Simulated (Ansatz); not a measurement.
# TiAl (P4/mmm), stationary points along a deformation path

Level of theory: Ansatz 0.2.0, DFT PBE, scalar-relativistic, plane waves, PAW. Cutoff 420 eV, Γ-centred 24×24×16 k-points, Gaussian smearing of 0.15 eV. No spin polarisation. Energies are free energies at this smearing, counted from the undisturbed cell; pressure is positive in compression.

Zero of the scan (relaxed at this level; it needn't be the usual structure):

```
Ti Al
1.0
     2.82209    0.00000    0.00000
     0.00000    2.82209    0.00000
     0.00000    0.00000    4.07677
Ti Al
1 1
Direct
  0.00000 0.00000 0.00000
  0.50000 0.50000 0.50000
```

At fixed volume and fractional coordinates, lengths along (0.000, 0.000, 1.000) are scaled against those across it; ρ is that ratio over its starting value. V = 16.234 Å³/atom. Δσ is the stress along the axis less the mean stress across it (compression positive).

```
    ρ  ΔE (meV/atom)  Δσ (GPa) space group
0.800           90.4      8.84       P4/mmm
0.850           53.7      8.56       P4/mmm
0.920           16.1      5.20       P4/mmm
0.960            4.3      2.99       P4/mmm
1.000            0.0     -0.08       P4/mmm
1.050            7.7     -4.64       P4/mmm
1.100           29.3     -9.11       P4/mmm
1.200          110.8    -19.58       P4/mmm
1.300          251.1    -32.48       P4/mmm
```

Q: How does the stress give the slope of the energy, and where is the energy stationary?

A: Along the path d ln(length) is 2/3 d ln ρ on the axis and −1/3 d ln ρ across it, so dE/d ln ρ = −(2/3) V Δσ: the energy falls with ρ where Δσ is positive. Δσ vanishes or changes sign between ρ = 0.960 and 1.000, a minimum (near 1.00 by linear interpolation). Pairs of stationary points between two samples would go unseen, and could change a minimum read from distant neighbours into a maximum.

Q: Integrate that slope from ρ = 1 to 1.200 by the trapezoid rule.

A: With V/N in Å³ and 1 eV/Å³ = 160.2 GPa the slopes at ρ = 1.000, 1.050, 1.100, 1.200 are 5, 314, 615, 1323 meV/atom per unit of ln ρ. The steps add 7.8 + 21.6 + 84.3 = 113.7 meV/atom, against 110.8 from the energies; the trapezoid rule misses the curvature of the slope within each step.

In a metal these slopes depend on the k mesh and the smearing.

Cost: 9 runs of about 1.5 core-minutes in all, on Intel Xeon 6975P-C (Granite Rapids) (shared hosts).